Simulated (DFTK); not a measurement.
Crystal: Al.

```
CELL_PARAMETERS angstrom
0.00000 2.02481 2.02481
2.02481 0.00000 2.02481
2.02481 2.02481 0.00000
ATOMIC_POSITIONS crystal
Al 0.00000 0.00000 0.00000
```

Base run:

| Item | Value |
| --- | --- |
| Program | DFTK 0.8.2 |
| Functional | PBE |
| Potentials or basis | dojo.nc.sr.pbe.v0_4_1.standard.upf (PBE) |
| Cutoff | 707 eV |
| k mesh | 11 × 11 × 11 |
| Occupations | fermi-dirac, width 0.05 eV |
| Spin | no spin polarisation |

Its results: band gap on the k mesh none (metal or under the smearing width); pressure -0.7 GPa.

Problem. The run is repeated on the same cell with these changes: functional from PBE to LDA; potentials or basis from dojo.nc.sr.pbe.v0_4_1.standard.upf (PBE) to cp2k.nc.sr.lda.v0_1.semicore.gth (LDA, GTH); cutoff from 707 eV to 735 eV. What comes out?

Solution. Band gap on the k mesh none (metal or under the smearing width); pressure -4.2 GPa.

Caveats: GTH potentials come without recommended cutoffs, and this one wasn't checked for convergence (some runs).

Not every run made on this cell is shown here.
